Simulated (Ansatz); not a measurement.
The system is BaTiO3.

```
CELL_PARAMETERS angstrom
3.99980 0.00000 0.00000
0.00000 3.99980 0.00000
0.00000 0.00000 4.01800
ATOMIC_POSITIONS crystal
Ba 0.00000 0.00000 0.00000
Ti 0.50000 0.50000 0.49000
O 0.00000 0.50000 0.51700
O 0.50000 0.00000 0.51700
O 0.50000 0.50000 0.01900
```

```yaml
Program: Ansatz 0.2.0
Task: relaxation of cell and atoms
Functional: revPBE
Dispersion: D3(BJ)
Potentials_or_basis: Ansatz PAW
Cutoff: "420 eV (not typed: the program's choice for these potentials)"
k_mesh: 7 × 7 × 7
Occupations: fermi-dirac, width 0.05 eV
Spin: no spin polarisation
```

At the start: volume 12.86 Å³/atom.

**Question.** How do energy, volume and symmetry change on relaxing?

**Answer.** It ends after 10 steps and the volume is 12.94 Å³/atom (+0.6 %); space group P4mm (No. 99, to 0.05 Å).

The path:
| step | energy change (eV) | largest force (eV/Å) | volume (Å³) |
| --- | --- | --- | --- |
| 1 | 0.0000 | 0.2993 | 64.28 |
| 2 | -0.0042 | 0.1503 | 64.08 |
| 3 | -0.0053 | 0.2173 | 64.08 |
| 4 | -0.0069 | 0.2070 | 64.12 |
| 5 | -0.0051 | 0.3891 | 64.81 |
| 6 | -0.0111 | 0.0295 | 64.73 |
| 7 | -0.0116 | 0.0045 | 64.62 |
| 8 | -0.0132 | 0.0045 | 64.62 |
| 9 | -0.0131 | 0.0010 | 64.68 |
| 10 | -0.0133 | 0.0010 | 64.68 |

Final structure:
```xyz
5
Lattice="3.9756 0.0000 0.0000 0.0000 3.9756 0.0000 0.0000 0.0000 4.0925" Properties=species:S:1:pos:R:3 pbc="T T T"
Ba    0.0000    0.0000   -0.0143
Ti    1.9878    1.9878    1.9616
O     0.0000    1.9878    2.1204
O     1.9878    0.0000    2.1204
O     1.9878    1.9878    0.1265
```

Caveat: the plane-wave basis is chosen anew once the cell has moved, so the energies of steps on either side of that aren't comparable; the pressure holds a Pulay correction of +0.5 GPa for the finite cutoff; the PAW data sets come from PBE, with cores solved anew for the run's functional, which leaves a small shift of forces and pressure.
